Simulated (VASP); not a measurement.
# Pt: work function with PBE

Slab: Pt, a slab with vacuum.

```
Pt
1.0
     2.76889    0.00000    0.00000
     0.00000    3.91580    0.00000
     0.00000    0.00000   24.69111
Pt
8
Cartesian
  1.3844 1.9579 7.5000
  0.0000 0.0000 8.8844
  1.3844 1.9579 10.2689
  0.0000 0.0000 11.6533
  1.3844 1.9579 13.0378
  0.0000 0.0000 14.4222
  1.3844 1.9579 15.8067
  0.0000 0.0000 17.1911
```

The slab is cut from a database's or a generator's crystal, which needn't be the stable form of the element.

The cell isn't the ideal one: the (1 1 0) slab of Pt, cut from the database cell, not relaxed.

* Program: VASP 6.6.1
* Task: work function
* Functional: PBE
* Potentials or basis: VASP PAW PBE potentials, release 64 (Pt)
* Cutoff: 520 eV
* k mesh: 10 × 7 × 1
* Occupations: gaussian, width 0.05 eV
* Spin: no spin polarisation
* Dipole correction: yes
* Further INCAR settings: ALGO = Normal; EDIFF = 1e-06

```yaml
Largest_force: 1.165 eV/Å
Band_gap_on_the_k_mesh: none (metal or under the smearing width)
Work_function_of_the_upper_face: 5.36 eV
Work_function_of_the_lower_face: 5.36 eV
```

Forces in eV/Å, atoms in the order of the input:
```
Pt   0.000  0.000  0.416
Pt   0.000  0.000 -1.165
Pt   0.000  0.000 -0.017
Pt   0.000  0.000  0.089
Pt   0.000  0.000 -0.089
Pt   0.000  0.000  0.017
Pt   0.000  0.000  1.165
Pt   0.000  0.000 -0.416
```

Levels at points of the mesh, in eV from the Fermi level:
```csv
k point,band 38,band 39,band 40,band 41,band 42,band 43
"(0.00, 0.00, 0.00)",-0.40,-0.25,-0.16,-0.04,-0.02,0.25
"(0.50, 0.00, 0.00)",0.11,0.40,0.40,1.96,1.96,2.08
```

Wall time 11 min on 1 thread of Intel(R) Xeon(R) Platinum 8375C CPU @ 2.90GHz (Ice Lake) (shared host), peak memory 0.48 GiB.

Spin-orbit coupling is left out, which matters for the levels of Pt.
